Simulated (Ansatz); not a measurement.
CdI$_{2}$, DFT, PBEsol, all-electron LAPW, scalar-relativistic (Ansatz 0.2.0), run on 1 thread of Intel(R) Xeon(R) Platinum 8259CL CPU @ 2.50GHz (Skylake/Cascade Lake) on a shared host.

The cell comes from COD entry 1539851, which wasn't checked; take it as a given geometry. It differs from other determinations. The listed cell was then made from it by scaling, straining or moving an atom.

Command: `ansatz run input.yaml --threads 1 --pin off --max-ram 4096MiB --backend cpu --events-out ev --progress --plain --runs-dir out`

```yaml
crystal:
  lattice:
    - [4.2439992147, 0.0, 0.0]
    - [-2.1219996073, 3.6754111335, 0.0]
    - [0.0, 0.0, 6.79041]
  atoms:
    - { symbol: Cd, position: [0.0, 0.0, 0.0] }
    - { symbol: I, position: [0.3333333333, 0.6666666667, 0.2492] }
    - { symbol: I, position: [0.6666666667, 0.3333333333, 0.7508] }
kpoints:
  mp_grid: { grid: [8, 8, 5] }
  band_path:
    path:
      - [0.0, 0.0, 0.0]
      - [0.5, 0.0, 0.0]
      - [0.3333333333, 0.3333333333, 0.0]
      - [0.0, 0.0, 0.0]
      - [0.0, 0.0, 0.5]
      - [0.5, 0.0, 0.5]
      - [0.3333333333, 0.3333333333, 0.5]
      - [0.0, 0.0, 0.5]
      - [0.5, 0.0, 0.5]
    npoints: 5
scf:
  occupations: { method: fermi_dirac, width: 0.03 }
hamiltonian:
  xc: pbesol
  pseudopotentials: { kind: all_electron, lapw: { basis_error: 0.0005 } }
output:
  forces: true
  stress: true
  eigenvalues: true
```

Question: How large is the problem that the program sets up?

Answer: 40 irreducible k-points, 845 plane waves at Γ, 42 bands.

Question: Estimate the wall time and the peak memory.

Answer: 52 s of wall time for 8 SCF iterations, with a peak of 0.55 GiB. Times on shared machines scatter by tens of per cent.
